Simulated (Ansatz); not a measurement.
FeO:

```
Fe O
1.0
     2.61247    0.00000    0.00000
     0.00000    2.61247    0.00000
     0.00000    0.00000    2.61247
Fe O
1 1
Direct
  0.00000 0.00000 0.00000
  0.50000 0.50000 0.50000
```

The cell comes from a database or a generator and needn't be the stable form of this composition.

Base run:

```yaml
Program: Ansatz 0.2.0
Functional: PBE
Potentials_or_basis: Ansatz PAW
Cutoff: 420 eV
Density_cutoff: 1680 eV
k_mesh: 10 × 10 × 10
Occupations: fermi-dirac, width 0.05 eV
Spin: collinear spin, ferromagnetic start
Starting_moments: "[3.0, 0.0] μB"
```

Its results: band gap on the k mesh none (metal or under the smearing width); pressure 9.3 GPa; net moment 4.00 μB per cell; site moments Fe +3.44; O +0.40 μB.

Task: The run is repeated on the same cell with these changes: functional from PBE to PBEsol. What comes out?

Result: Band gap on the k mesh none (metal or under the smearing width); pressure -0.6 GPa; net moment 4.00 μB per cell; site moments Fe +3.43; O +0.41 μB.

PBEsol binds more tightly than PBE, so the same cell stands under less pressure.

Caveats: a cell with one magnetic atom can't hold antiferromagnetic order, which such compounds often take; semilocal functionals often make such compounds metallic where correlation or magnetic order opens a gap, which also shifts bond lengths; the PAW data sets come from PBE, with cores solved anew for the run's functional, which leaves a small shift of forces and pressure (some runs).

Not every run made on this cell is shown here.
